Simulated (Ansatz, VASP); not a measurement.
## Be in VASP and in Ansatz

The input INCAR:

```
PREC     = Accurate       # precision mode
ENCUT    = 520            # plane-wave cutoff, eV
EDIFF    = 1E-6           # SCF threshold, eV
ISMEAR   = 0              # smearing method
SIGMA    = 0.15           # smearing width, eV
LREAL    = False          # projectors in reciprocal space
LASPH    = True           # aspherical terms in the spheres
NELM     = 100            # most SCF steps
ALGO     = Fast           # electronic algorithm
ISIF     = 2              # what is computed and relaxed
LWAVE    = False          # write WAVECAR
LCHARG   = False          # write CHGCAR
GGA      = PE             # functional
NBANDS   = 9              # bands
```

The input KPOINTS:

```
Automatic mesh
0
Gamma
  24 24 14
```

Contents of POSCAR:

```
Be
1.0
    2.2995019849      0.0000000000      0.0000000000
   -1.1497509925      1.9914271350      0.0000000000
    0.0000000000      0.0000000000      3.6009000000
Be
2
Direct
    0.2580104669      0.5160209339      0.2500000000
    0.6666666667      0.3333333333      0.7500000000
```

Input for Ansatz:

```yaml
crystal:
  lattice:
    - [2.2995019849, 0.0, 0.0]
    - [-1.1497509925, 1.991427135, 0.0]
    - [0.0, 0.0, 3.6009]
  atoms:
    - { symbol: Be, position: [0.2580104669, 0.5160209339, 0.25] }
    - { symbol: Be, position: [0.6666666667, 0.3333333333, 0.75] }
basis:
  ecutwfc: 420
kpoints:
  mp_grid: { grid: [24, 24, 14] }
hamiltonian:
  xc: pbe
scf:
  occupations: { method: gaussian, width: 0.15 }
output:
  forces: true
  stress: true
  eigenvalues: true
```

Alike in both runs: task single point; functional PBE; k mesh 24 × 24 × 14; occupations gaussian, width 0.15 eV; no spin polarisation.

```csv
,VASP,Ansatz
version,VASP 6.6.1,Ansatz 0.2.0
potentials or method,"VASP PAW PBE potentials, release 64 (Be)","scalar-relativistic, plane waves, PAW"
plane-wave cutoff (eV),520,420
valence electrons in the cell,4,4
```

```csv
,VASP,Ansatz,Ansatz less VASP
gap on the k mesh at the Fermi level (eV),none,none,-
pressure (GPa),-3.4,-3.5,-0.13
largest component of the traceless stress (GPa),7.93,7.87,-0.056
rms of the force components (eV/Å),0.353,0.353,-0.0002
```

Atom by atom the forces differ by 0.000 eV/Å (rms over components). A gap of «none» marks a metal or a gap that the smearing closes.
